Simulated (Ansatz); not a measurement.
Consider ZrO₂ (space group P4_2/nmc, No. 137).

```
CELL_PARAMETERS angstrom
      3.62082     0.00000     0.00000
      0.00000     3.62082     0.00000
      0.00000     0.00000     5.28425
ATOMIC_POSITIONS crystal
  Zr 0.00000 0.00000 0.00000
  Zr 0.50000 0.50000 0.50000
  O  0.00000 0.50000 0.19251
  O  0.00000 0.50000 0.69251
  O  0.50000 0.00000 0.30749
  O  0.50000 0.00000 0.80749
```

Cartesian axes are those of the cell as printed.

Method: Ansatz (an electronic-structure program), PBE, PAW, cutoff 420 eV, no spin-orbit coupling, earlier PAW set.

Base values:

| Property | Result |
|---|---|
| Electron mass | 2.3 mₑ along c, 0.61 mₑ across (at Γ) |

It is then changed as follows: tensile biaxial strain of 3.48 % in the plane normal to [001], as in epitaxy on a mismatched substrate; the out-of-plane cell vector and the atoms relax.

Question: How does this affect the electron mass and ratio −ε⊥/ε∥?

Answer: The electron mass goes from 2.3 mₑ along c, 0.61 mₑ across (at Γ) to 2.3 mₑ out of plane, 0.57 mₑ in plane (at Γ); the ratio −ε⊥/ε∥ amounts to 0.34.

The levels and masses belong to the bands next to the band gap. Masses are band curvatures over ±0.01 Å⁻¹ around the edge. Whether these cells are dynamically stable was not tested. This is not the structure that ZrO2 has at room temperature and ambient pressure.
